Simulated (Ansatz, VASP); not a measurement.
## Sc in VASP and in Ansatz

```xyz
1
Lattice="0.0000 2.2629 2.2629 2.2629 0.0000 2.2629 2.2629 2.2629 0.0000" Properties=species:S:1:pos:R:3 pbc="T T T"
Sc    0.0000    0.0000    0.0000
```

Change from the starting cell: volume scaled by 0.99, PAW files.

Alike in both runs: task electric field gradients; functional PBEsol; k mesh 12 × 12 × 12; occupations fermi-dirac, width 0.03 eV; no spin polarisation.

|  | VASP | Ansatz |
| --- | --- | --- |
| version | VASP 6.6.1 | Ansatz 0.2.0 |
| potentials or method | VASP PAW PBE potentials, release 64 (Sc_sv) | PAW with Ansatz's default frozen-core files, scalar-relativistic |
| plane-wave cutoff (eV) | 520 | 420 |
| valence electrons in the cell | 11 | 11 |

```tsv
	VASP	Ansatz	Ansatz less VASP
pressure (GPa)	1.0	1.0	0.00
Vzz of the field gradient on the site that differs most (V/Å²)	0.0	0.0	0.00
```

Caveats: the PAW data sets were made with another functional, which shifts forces and pressure a little (VASP).
